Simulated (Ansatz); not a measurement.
**SiC5: the band gap up the ladder of functionals**

One table from this session's results is given with a row withheld; the runs are named, their logs left out.

Program: Ansatz 0.2.0. PAW datasets, plane waves. All values are calculated for a non-magnetic cell, which may be hypothetical.

### The system as given

The cell was relaxed beforehand with r2SCAN.

It is trigonal, P3m1 (No. 156); a = 2.725 Å, c = 6.745 Å in the conventional setting, 7.23 Å³ an atom. Around C lie 3 C at 1.65 Å and 1 Si at 1.90 Å; around C lie 4 C at 1.53–1.66 Å; around C lie 1 C at 1.53 Å and 3 Si at 1.75 Å; around C lie 4 C at 1.53–1.65 Å.

Structure file:

```
C Si
1.0
     2.72473    0.00000    0.00000
    -1.36237    2.35969    0.00000
     0.00000    0.00000    6.74512
C Si
5 1
Direct
  0.00000 0.00000 0.97209
  0.66667 0.33333 0.66968
  0.33333 0.66667 0.36564
  0.66667 0.33333 0.89629
  0.33333 0.66667 0.59295
  0.00000 0.00000 0.25335
```

The first run:

input.yaml

```yaml
crystal:
  lattice:
    - [2.7247316106, 0.0, 0.0]
    - [-1.3623658053, 2.3596867933, 0.0]
    - [0.0, 0.0, 6.7451242954]
  atoms:
    - { symbol: C, position: [0.0, 0.0, -0.0279056414] }
    - { symbol: C, position: [0.6666666667, 0.3333333333, 0.6696754898] }
    - { symbol: C, position: [0.3333333333, 0.6666666667, 0.3656408691] }
    - { symbol: C, position: [0.6666666667, 0.3333333333, 0.8962861265] }
    - { symbol: C, position: [0.3333333333, 0.6666666667, 0.592951071] }
    - { symbol: Si, position: [0.0, 0.0, 0.2533520851] }
kpoints:
  mp_grid: { grid: [12, 12, 4] }
  band_path:
    path:
      - [[0.0, 0.0, 0.0], [0.5, 1.684736153221e-17, 7.267743298156e-20], [0.3333333333333, 0.3333333333333, 9.100121823026e-19], [0.0, 0.0, 0.0], [1.383686738682e-35, 1.15023420505e-36, 0.5], [0.5, 1.694970048954e-17, 0.5], [0.3333333333333, 0.3333333333333, 0.5], [1.383686738682e-35, 1.15023420505e-36, 0.5]]
      - [[0.5, 1.694970048954e-17, 0.5], [0.5, 1.684736153221e-17, 7.267743298156e-20]]
      - [[0.3333333333333, 0.3333333333333, 0.5], [0.3333333333333, 0.3333333333333, 9.100121823026e-19]]
    npoints: 10
hamiltonian:
  xc: pbe
scf:
  occupations: { method: fermi_dirac, width: 0.02 }
  n_extra_bands: 5
output:
  forces: true
  stress: true
  eigenvalues: true
```

Launch:

```bash
> ansatz run input.yaml --threads 4 --pin off --max-ram 6451MiB --backend cpu --events-out ev --progress --plain --runs-dir out
```

Among the steps run: PBE band path; Single point with r2SCAN; HSE06; PBE0 at the same geometry.

One table of the session follows, with a row left open; its other results are not shown here.

```
 level  gap (eV)
   PBE      1.37
r2SCAN      1.67
 HSE06      2.32
  PBE0         ?
```

**Question.** Estimate the row for PBE0.

The run gave: gap (eV): 3.06. In the column «gap (eV)» it is the highest.

Meshes: PBE 12×12×4, r2SCAN 12×12×4, HSE06 6×6×2, PBE0 6×6×2

In words: PBE gives the least gap, 1.37 eV, and PBE0 the largest, 3.06 eV. PBE reaches 59 % of the HSE06 value, and r2SCAN 72 %. PBE0 lies 0.74 eV above HSE06, which differs from it by screening the long-range exchange.

Limits of these values: Warnings in the runs' records: stress scf threshold loose, stress exchange threshold loose.
